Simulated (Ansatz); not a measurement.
Results of r²SCAN0 (Ansatz, a quantum-chemistry and plane-wave program, PAW) for zinc-blende AlSb.

Run with plane-wave cutoff 600 eV, 8×8×8 k mesh, scalar-relativistic PAW data made under PBE.

Cell (relaxed at this level):

```cif
data_AlSb
_chemical_formula_sum 'Al1 Sb1'
_space_group_name_H-M_alt 'P 1'
_space_group_IT_number 1
_cell_length_a 4.34392
_cell_length_b 4.34392
_cell_length_c 4.34392
_cell_angle_alpha 60.000
_cell_angle_beta 60.000
_cell_angle_gamma 60.000
loop_
_space_group_symop_operation_xyz
  'x, y, z'
loop_
_atom_site_label
_atom_site_type_symbol
_atom_site_fract_x
_atom_site_fract_y
_atom_site_fract_z
_atom_site_occupancy
Al1 Al 0.00000 0.00000 0.00000 1
Sb1 Sb 0.75000 0.75000 0.75000 1
```

Question: Predict the Voigt–Reuss–Hill bulk modulus, polycrystal shear modulus (Hill average), Poisson ratio, elastic constant C12, elastic constant C44 and elastic constant C11.

Answer: 
* **Voigt–Reuss–Hill bulk modulus**: 60.3 GPa
* **polycrystal shear modulus (Hill average)**: 34.9 GPa
* **Poisson ratio**: 0.257
* **elastic constant C12**: 43.9 GPa
* **elastic constant C44**: 44.2 GPa
* **elastic constant C11**: 93.1 GPa

Measured, for comparison: elastic constant C12 43.4 GPa, elastic constant C44 40.8 GPa, elastic constant C11 87.7 GPa (temperature not stated, not corrected to a static lattice; as tabulated in Oses et al. (2018), arXiv:1811.08464). Computed (rounded) less measured: elastic constant C12 +1 %, elastic constant C44 +8 %, elastic constant C11 +6 %. A static lattice is as a rule a little smaller and stiffer than an uncorrected measurement, which can account for part of this.

Elastic constants are with the ions relaxed.

Spin–orbit coupling is not included.

Static lattice: no zero-point or thermal effects.

Computing time: roughly 2.6 core-hours.
